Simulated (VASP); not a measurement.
# BAs (F-43m) in VASP: band structure with HSE06

Aim: the band structure of BAs with HSE06.

Program: VASP 6.6.1. These are calculated values, not measurements. Logs are shortened: lines on timing, memory, paths and dates and some standing lists are left out, and cuts for length are marked.

### 1 The crystal as given

Symmetry: F-43m, No. 216, cubic system. Conventional cell: a = 4.777 Å, b = 4.777 Å, c = 4.777 Å, α = 90.00°, β = 90.00°, γ = 90.00°. Around B (site symmetry -43m) lie 4 As at 2.07 Å. As (site symmetry -43m) is surrounded by 4 B at 2.07 Å.

### 2 Band structure, HSE06

Input file POSCAR:

```
BAs
1.0
    0.0000000000      2.3885000000      2.3885000000
    2.3885000000      0.0000000000      2.3885000000
    2.3885000000      2.3885000000      0.0000000000
B As
1 1
Direct
    0.0000000000      0.0000000000      0.0000000000
    0.2500000000      0.2500000000      0.2500000000
```

Input file INCAR.step1:

```
SYSTEM = BAs
PREC     = Accurate       ! precision mode
ENCUT    = 520            ! plane-wave cutoff, eV
EDIFF    = 1E-5           ! SCF threshold, eV
ISMEAR   = 0              ! smearing method
SIGMA    = 0.02           ! smearing width, eV
LREAL    = .FALSE.        ! projectors in reciprocal space
LASPH    = .TRUE.         ! aspherical terms in the spheres
NELM     = 60             ! most SCF steps
ALGO     = Normal         ! electronic algorithm
ISIF     = 2              ! what is computed and relaxed
LWAVE    = .TRUE.         ! write WAVECAR
LCHARG   = .FALSE.        ! write CHGCAR
KPAR     = 4            
GGA      = PE             ! functional
```

Input file INCAR.step2:

```
SYSTEM = BAs
PREC     = Accurate       ! precision mode
ENCUT    = 520            ! plane-wave cutoff, eV
EDIFF    = 1E-7           ! SCF threshold, eV
ISMEAR   = 0              ! smearing method
SIGMA    = 0.02           ! smearing width, eV
LREAL    = .FALSE.        ! projectors in reciprocal space
LASPH    = .TRUE.         ! aspherical terms in the spheres
NELM     = 60             ! most SCF steps
ALGO     = Normal         ! electronic algorithm
ISIF     = 2              ! what is computed and relaxed
LWAVE    = .FALSE.        ! write WAVECAR
LCHARG   = .FALSE.        ! write CHGCAR
GGA      = PE             ! functional
LHFCALC  = .TRUE.         ! exact exchange
HFSCREEN = 0.2            ! screening, 1/A
PRECFOCK = Fast         
KPAR     = 4            
ISTART   = 1
```

Input file KPOINTS:

```
Automatic mesh
0
G
  6 6 6
  0 0 0
```

Input file KPOINTS_OPT:

```
path GXWKGLUWLK,UX
8
line-mode
reciprocal
 0.0000000000  0.0000000000  0.0000000000  G
 0.5000000000  0.0000000000  0.5000000000  X

 0.5000000000  0.0000000000  0.5000000000  X
 0.5000000000  0.2500000000  0.7500000000  W

 0.5000000000  0.2500000000  0.7500000000  W
 0.3750000000  0.3750000000  0.7500000000  K

 0.3750000000  0.3750000000  0.7500000000  K
 0.0000000000  0.0000000000  0.0000000000  G

 0.0000000000  0.0000000000  0.0000000000  G
 0.5000000000  0.5000000000  0.5000000000  L

 0.5000000000  0.5000000000  0.5000000000  L
 0.6250000000  0.2500000000  0.6250000000  U

 0.6250000000  0.2500000000  0.6250000000  U
 0.5000000000  0.2500000000  0.7500000000  W

 0.5000000000  0.2500000000  0.7500000000  W
 0.5000000000  0.5000000000  0.5000000000  L

 0.5000000000  0.5000000000  0.5000000000  L
 0.3750000000  0.3750000000  0.7500000000  K

 0.6250000000  0.2500000000  0.6250000000  U
 0.5000000000  0.0000000000  0.5000000000  X
```

Potentials or basis: VASP PAW PBE potentials, release 64 (B, As).

Started as:

```bash
$ cat potpaw_PBE.64/B/POTCAR potpaw_PBE.64/As/POTCAR > POTCAR
$ cp INCAR.step1 INCAR
$ mpirun -np 4 vasp_std > vasp.out
$ cp INCAR.step2 INCAR
$ mpirun -np 4 vasp_std > vasp.out
```

OUTCAR:

```text
SYSTEM = BAs
   PREC = Accurate
   ENCUT = 520
   EDIFF = 1E-7
   ISMEAR = 0
   LREAL = .FALSE.
   LASPH = .TRUE.
   NELM = 60
   ISIF = 2
   GGA = PE
   LHFCALC = .TRUE.
   HFSCREEN = 0.2
   PRECFOCK = Fast
   ISTART = 1

 ion  position               nearest neighbor table
   1  0.000  0.000  0.000-   2 2.07   2 2.07   2 2.07   2 2.07
   2  0.250  0.250  0.250-   1 2.07   1 2.07   1 2.07   1 2.07

  LATTYP: Found a face centered cubic cell.
 ALAT       =     4.7770000000

  Lattice vectors:

 A1 = (   0.0000000000,   2.3885000000,   2.3885000000)
 A2 = (   2.3885000000,   0.0000000000,   2.3885000000)
 A3 = (   2.3885000000,   2.3885000000,   0.0000000000)

Analysis of symmetry for initial positions (statically):
=====================================================================
 Subroutine PRICEL returns:
 Original cell was already a primitive cell.

 Routine SETGRP: Setting up the symmetry group for a
 face centered cubic supercell.

 Subroutine GETGRP returns: Found 24 space group operations
 (whereof 24 operations were pure point group operations)
 out of a pool of 48 trial point group operations.

The static configuration has the point symmetry T_d .

Analysis of symmetry for dynamics (positions and initial velocities):
=====================================================================
 Subroutine PRICEL returns:
 Original cell was already a primitive cell.

 Routine SETGRP: Setting up the symmetry group for a
 face centered cubic supercell.

 Subroutine GETGRP returns: Found 24 space group operations
 (whereof 24 operations were pure point group operations)
 out of a pool of 48 trial point group operations.

The dynamic configuration has the point symmetry T_d .

 Subroutine INISYM returns: Found 24 space group operations
 (whereof 24 operations are pure point group operations),
 and found     1 'primitive' translations

----------------------------------------------------------------------------------------

                                     Primitive cell

  volume of cell :      27.2525

  direct lattice vectors                    reciprocal lattice vectors
     0.000000000  2.388500000  2.388500000    -0.209336404  0.209336404  0.209336404
     2.388500000  0.000000000  2.388500000     0.209336404 -0.209336404  0.209336404
     2.388500000  2.388500000  0.000000000     0.209336404  0.209336404 -0.209336404

  length of vectors
     3.377849094  3.377849094  3.377849094     0.362581287  0.362581287  0.362581287

  position of ions in fractional coordinates (direct lattice)
     0.000000000  0.000000000  0.000000000
     0.250000000  0.250000000  0.250000000

  ion indices of the primitive-cell ions
   primitive index   ion index
                 1           1
                 2           2

----------------------------------------------------------------------------------------

 KPOINTS: Automatic mesh

Automatic generation of k-mesh.
 Grid dimensions read from file:
 generate k-points for:    6    6    6

 Generating k-lattice:

  Cartesian coordinates                     Fractional coordinates (reciprocal lattice)
    -0.034889401  0.034889401  0.034889401     0.166666667  0.000000000  0.000000000
     0.034889401 -0.034889401  0.034889401     0.000000000  0.166666667  0.000000000
     0.034889401  0.034889401 -0.034889401     0.000000000  0.000000000  0.166666667

  Length of vectors
     0.060430214  0.060430214  0.060430214

  Shift w.r.t. Gamma in fractional coordinates (k-lattice)
     0.000000000  0.000000000  0.000000000

 Subroutine IBZKPT returns following result:
 ===========================================

 Found     16 irreducible k-points:

 Following reciprocal coordinates:
            Coordinates               Weight
  0.000000  0.000000  0.000000      1.000000
  0.166667  0.000000  0.000000      8.000000
  0.333333  0.000000  0.000000      8.000000
  0.500000  0.000000  0.000000      4.000000
  0.166667  0.166667  0.000000      6.000000
  0.333333  0.166667  0.000000     24.000000
[... 8 lines left out ...]
 -0.333333  0.333333  0.166667     24.000000
 -0.333333  0.500000  0.166667     12.000000
   k-points           NKPTS =     16   k-points in BZ     NKDIM =    216   number of bands    NBANDS=      8
   number of dos      NEDOS =    301   number of ions     NIONS =      2
   total plane-waves  NPLWV =  21952
   dimension x,y,z NGX =    28 NGY =   28 NGZ =   28
   dimension x,y,z NGXF=    56 NGYF=   56 NGZF=   56
   ions per type =               1   1
   NGX,Y,Z   is equivalent  to a cutoff of  13.78, 13.78, 13.78 a.u.
   NGXF,Y,Z  is equivalent  to a cutoff of  27.56, 27.56, 27.56 a.u.
 SYSTEM =  BAs
   PREC   = accura    normal or accurate (medium, high low for compatibility)
   ISTART =      1    job   : 0-new  1-cont  2-samecut
   ICHARG =      0    charge: 1-file 2-atom 10-const
   ISPIN  =      1    spin polarized calculation?
   LNONCOLLINEAR =      F non collinear calculations
   LSORBIT =      F    spin-orbit coupling
   LASPH  =      T    aspherical Exc in radial PAW
   ENCUT  =  520.0 eV  38.22 Ry    6.18 a.u.   6.28  6.28  6.28*2*pi/ulx,y,z
   NELM   =     60;   NELMIN=  2; NELMDL=  0     # of ELM steps
   EDIFF  = 0.1E-06   stopping-criterion for ELM
   LREAL  =      F    real-space projection
   EDIFFG = 0.1E-05   stopping-criterion for IOM
   NSW    =      0    number of steps for IOM
   IBRION =     -1    ionic relax: 0-MD 1-quasi-New 2-CG
   NFREE  =      0    steps in history (QN), initial steepest desc. (CG)
   ISIF   =      2    stress and relaxation
   ISYM   =      3    0-nonsym 1-usesym 2-fastsym
   POTIM  = 0.5000    time-step for ionic-motion
   TEBEG  =    0.0;   TEEND  =   0.0 temperature during run
   PSTRESS=    0.0 pullay stress
   NELECT =       8.0000    total number of electrons
   NUPDOWN=      -1.0000    fix difference up-down
   EMIN   =  10.00;   EMAX   =-10.00  energy-range for DOS
   EFERMI =   0.00;   METHOD = LEGACY
   ISMEAR =     0;   SIGMA  =   0.02  broadening in eV -4-tet -1-fermi 0-gaus
   EFERMI_NEDOS =   21; number of points for ismear=-14 and -15
   IALGO  =     38    algorithm
   IMIX   =      1    mixing-type and parameters
     AMIX     =   0.40;   BMIX     =  1.00
     AMIX_MAG =   1.60;   BMIX_MAG =  1.00
  volume/ion in A,a.u.               =      13.63        91.95
  Fermi-wavevector in a.u.,A,eV,Ry     =   1.088018  2.056057 16.106360  1.183784
  Thomas-Fermi vector in A             =   2.224191
   LORBIT       =      0    0 simple, 1 ext, 2 COOP (PROOUT), +10 PAW based schemes
   GGA     = PE    functional components
   LHFCALC =     T    Hartree Fock is set to
   PRECFOCK=fast      Normal, Fast or Accurate (Low or Medium for compatibility)
   ENCUT4O =  -1.0   cutoff for four orbital integrals eV
   NKREDX  =     1    reduce k-point grid by
   NKREDY  =     1    reduce k-point grid by
   NKREDZ  =     1    reduce k-point grid by
   AEXX    =    0.2500 exact exchange contribution
   HFSCREEN=    0.2000 screening length (either q_TF or 0.3 A-1)
   HFSCREENC=   0.2000 screening length for correlation (either q_TF or 0.3 A-1)
   ENCUTFOCK=  -1.0 apply spherical cutoff to Coloumb kernel
   IVDW    =     0    specifies the selected vdW correction
   LEPSILON=     F    determine dielectric tensor
   LRPA    =     F    only Hartree local field effects (RPA)
 non-spin polarized calculation
 Gauss-broadening in eV      SIGMA  =   0.02
  energy-cutoff  :      520.00
  volume of cell :       27.25
 maximum number of plane-waves:       754
 NGX is ok and might be reduce to    28
  NGX = 16; NGY = 16; NGZ = 16

 number of electron       8.0000000 magnetization

 Free energy of the ion-electron system (eV)
  ---------------------------------------------------
  ext. energy  EPLUGINS =         0.00000000
  ---------------------------------------------------
  free energy    TOTEN  =       -13.27495060 eV

  energy without entropy =      -13.27495060  energy(sigma->0) =      -13.27495060

 E-fermi :   5.8193     XC(G=0):  -8.7472

 val. band max:        5.7057041949   @ k =   0.0000   0.0000   0.0000
 cond. band min:       7.6687387735   @ k =   0.3333   0.3333   0.0000
 fundamental gap:      1.9630345786
 Fermi energy:         5.8193228079

 k-point     1 :       0.0000    0.0000    0.0000
  band No.  band energies     occupation
      1     -11.2557      2.00000
      2       5.7057      2.00000
      3       5.7057      2.00000
      4       5.7057      2.00000
      5       9.8371      0.00000
      6       9.8371      0.00000
      7       9.8371      0.00000
      8      11.6026      0.00000

 k-point     2 :       0.1667    0.0000    0.0000
  band No.  band energies     occupation
      1     -10.7560      2.00000
      2       2.5132      2.00000
      3       4.9818      2.00000
      4       4.9818      2.00000
      5       9.9214      0.00000
      6      10.7871      0.00000
      7      10.7871      0.00000
      8      13.5891      0.00000

 k-point     3 :       0.3333    0.0000    0.0000
  band No.  band energies     occupation
      1      -9.3538      2.00000
      2      -1.7012      2.00000
      3       4.0591      2.00000
      4       4.0591      2.00000
      5       9.4672      0.00000
      6      11.4900      0.00000
      7      11.4900      0.00000
      8      15.6653      0.00000
[... 122 lines left out ...]
 k-point    15 :      -0.3333    0.3333    0.1667
  band No.  band energies     occupation
      1      -6.9811      2.00000
      2      -3.2190      2.00000
      3      -0.2010      2.00000
      4       1.5089      2.00000
      5      10.9585      0.00000
      6      11.9183      0.00000
      7      14.4509      0.00000
      8      15.7926      0.00000

 k-point    16 :      -0.3333    0.5000    0.1667
  band No.  band energies     occupation
      1      -6.4222      2.00000
      2      -3.4379      2.00000
      3       0.0951      2.00000
      4       0.3072      2.00000
      5      10.3171      0.00000
      6      10.6061      0.00000
      7      15.6271      0.00000
      8      15.8700      0.00000

------------------------ aborting loop because EDIFF is reached ----------------------------------------

  FORCE on cell =-STRESS in cart. coord.  units (eV):
  Direction    XX          YY          ZZ          XY          YZ          ZX
  --------------------------------------------------------------------------------------
  -------------------------------------------------------------------------------------
  Total       -0.0994593     -0.0994593     -0.0994593      0.0000000      0.0000000      0.0000000
  in kB       -5.8472330     -5.8472330     -5.8472330      0.0000000      0.0000000      0.0000000
  external PRESSURE =      -5.8472330 kB  Pullay stress =       0.0000000 kB

 VOLUME and BASIS-vectors are now :
 -----------------------------------------------------------------------------
  energy-cutoff  :      520.00
  volume of cell :       27.25
      direct lattice vectors                 reciprocal lattice vectors
     0.000000000  2.388500000  2.388500000    -0.209336404  0.209336404  0.209336404
     2.388500000  0.000000000  2.388500000     0.209336404 -0.209336404  0.209336404
     2.388500000  2.388500000  0.000000000     0.209336404  0.209336404 -0.209336404

 POSITION                                       TOTAL-FORCE (eV/Angst)
 -----------------------------------------------------------------------------------
      0.00000      0.00000      0.00000        -0.000000     -0.000000     -0.000000
      1.19425      1.19425      1.19425         0.000000      0.000000      0.000000
 -----------------------------------------------------------------------------------
    total drift:                               -0.000000     -0.000000     -0.000000

  FREE ENERGIE OF THE ION-ELECTRON SYSTEM (eV)
  ---------------------------------------------------
  free  energy   TOTEN  =       -13.2749506001 eV

  energy  without entropy=      -13.2749506001  energy(sigma->0) =      -13.27495060
```

Wall time 4.2 min (4 MPI ranks of AMD EPYC 7R13 (Zen 3), shared host); peak memory 0.25 GiB.

What came out:

```yaml
Free_energy: -13.2750 eV
Pressure: -0.6 GPa
Band_gap_on_the_k_mesh: 1.96 eV, indirect (least direct gap 4.13 eV)
Band_gap_along_the_path: 1.88 eV, indirect (least direct gap 4.13 eV)
```

Levels at the corners of the path, in eV from the valence-band top:
| point | band 1 | band 2 | band 3 | band 4 | band 5 | band 6 | band 7 | band 8 |
| --- | --- | --- | --- | --- | --- | --- | --- | --- |
| Γ | -16.96 | 0.00 | 0.00 | 0.00 | 4.13 | 4.13 | 4.13 | 5.90 |
| X | -12.26 | -9.49 | -4.47 | -4.47 | 2.10 | 2.16 | 12.96 | 12.96 |
| X | -12.26 | -9.49 | -4.47 | -4.47 | 2.10 | 2.16 | 12.96 | 12.96 |
| W | -12.08 | -8.99 | -5.97 | -5.66 | 6.19 | 7.18 | 7.70 | 8.18 |
| W | -12.08 | -8.99 | -5.97 | -5.66 | 6.19 | 7.18 | 7.70 | 8.18 |
| K | -12.32 | -9.07 | -6.49 | -3.81 | 2.78 | 6.57 | 10.59 | 11.17 |
| K | -12.32 | -9.07 | -6.49 | -3.81 | 2.78 | 6.57 | 10.59 | 11.17 |
| Γ | -16.96 | 0.00 | 0.00 | 0.00 | 4.13 | 4.13 | 4.13 | 5.90 |
| Γ | -16.96 | 0.00 | 0.00 | 0.00 | 4.13 | 4.13 | 4.13 | 5.90 |
| L | -13.77 | -9.70 | -1.99 | -1.99 | 3.58 | 5.71 | 5.71 | 10.04 |
| L | -13.77 | -9.70 | -1.99 | -1.99 | 3.58 | 5.71 | 5.71 | 10.04 |
| U | -12.32 | -9.07 | -6.49 | -3.81 | 2.78 | 6.57 | 10.59 | 11.16 |
| U | -12.32 | -9.07 | -6.49 | -3.81 | 2.78 | 6.57 | 10.59 | 11.16 |
| W | -12.08 | -8.99 | -5.97 | -5.66 | 6.19 | 7.18 | 7.70 | 8.18 |
| W | -12.08 | -8.99 | -5.97 | -5.66 | 6.19 | 7.18 | 7.70 | 8.18 |
| L | -13.77 | -9.70 | -1.99 | -1.99 | 3.58 | 5.71 | 5.71 | 10.04 |
| L | -13.77 | -9.70 | -1.99 | -1.99 | 3.58 | 5.71 | 5.71 | 10.04 |
| K | -12.32 | -9.07 | -6.49 | -3.81 | 2.78 | 6.57 | 10.59 | 11.17 |
| U | -12.32 | -9.07 | -6.49 | -3.81 | 2.78 | 6.57 | 10.60 | 11.18 |
| X | -12.26 | -9.49 | -4.47 | -4.47 | 2.10 | 2.16 | 12.96 | 12.97 |

Caveat: the PAW data sets were made with another functional, which shifts forces and pressure a little; the mesh misses the band edges, which the band path finds closer together.
